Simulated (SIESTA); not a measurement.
Sn:

```
Sn
1.0
    -1.66644    1.70779    2.18280
     1.79387   -1.85892    2.39165
     1.69371    1.88544   -2.29756
Sn
1
Cartesian
  0.0000 0.0000 0.0000
```

This isn't the form of Sn at room conditions, which is tetragonal (white tin).

| Item | Value |
| --- | --- |
| Program | SIESTA 5.4.2 |
| Task | relaxation of cell and atoms |
| Functional | PBE |
| Potentials or basis | PseudoDojo 0.4 standard (PBE files) |
| Basis | TZDP (energy shift 0.003 Ry; two zetas on semicore shells) |
| Grid cutoff | 500 Ry |
| Energy shift | 0.003 Ry |
| k mesh | 7 × 6 × 7 |
| Occupations | fermi-dirac, width 0.05 eV |
| Spin | no spin polarisation |

At the start: pressure -0.4 GPa; volume 28.61 Å³/atom.

How do energy, volume and symmetry change on relaxing?

Over 10 steps the energy falls by 18.9 meV/atom and the volume is 28.14 Å³/atom (-1.6 %); space group P-1 (No. 2, to 0.05 Å).

Step by step:
```csv
step,energy change (eV),largest force (eV/Å),pressure (GPa),volume (Å³)
1,0.0000,0.0000,-0.37,28.61
2,-0.0130,0.0000,-0.13,28.34
3,-0.0175,0.0000,0.39,27.96
4,-0.0172,0.0000,0.12,28.12
5,-0.0144,0.0000,-0.53,28.45
6,-0.0185,0.0000,-0.14,28.24
7,-0.0184,0.0000,0.24,28.02
8,-0.0188,0.0000,-0.02,28.16
9,-0.0188,0.0000,0.05,28.13
10,-0.0189,0.0000,0.03,28.14
```

Final structure:
```
CELL_PARAMETERS angstrom
-1.71334 1.80452 2.22518
1.81700 -1.82591 2.30899
1.65577 1.77216 -2.23534
ATOMIC_POSITIONS crystal
Sn 0.00000 0.00000 0.00000
```

Caveat: the k mesh is coarse (spacing up to 0.37 Å⁻¹), so the values aren't converged; the basis of atomic orbitals isn't converged, which shifts pressures, moduli and gaps.
